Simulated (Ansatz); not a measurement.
## Calculated quadrupolar parameters for GeSe at a changed volume

The cell is a structure deposited in the COD, relaxed with PBE at fixed cell and then changed (volume scaled by 1.04, ions relaxed).

Space group Pnma (No. 62); a = 10.9624, b = 3.9007, c = 4.4579 Å.

| site | Wyckoff | site symmetry | x | y | z |
| --- | --- | --- | --- | --- | --- |
| Ge | 4c | .m. | 0.1231 | 0.2500 | 0.1141 |
| Se | 4c | .m. | 0.8536 | 0.2500 | 0.5016 |

One atom of each set is listed.

All values are calculated (Ansatz; DFT, PBE, plane waves and PAW, scalar-relativistic, 420 eV cutoff, Γ-centred 4×11×10 k-points, Fermi–Dirac smearing 0.02 eV), not measured.

C_Q = eQV_zz/h, which is 24.18 MHz for Q = 1 b and V_zz = 10²¹ V/m²; η = (V_xx − V_yy)/V_zz.

⁷³Ge: I = 9/2, Q = -196.0 mb. Nuclear quadrupole moments: year-2017 set (Pyykkö).

| site | atoms | first shell | V_xx, V_yy, V_zz (10²¹ V/m²) | η | C_Q (MHz) |
| --- | --- | --- | --- | --- | --- |
| Ge | 4 | 3 Se at 2.58–2.61 Å | 2.54, 3.67, -6.21 | 0.18 | 29.4 |
| Se | 4 | 3 Ge at 2.58–2.61 Å | 4.76, 4.80, -9.57 | 0.00 | – |

Se has no stable isotope with a ground-state quadrupole moment in the table, so no C_Q is given.
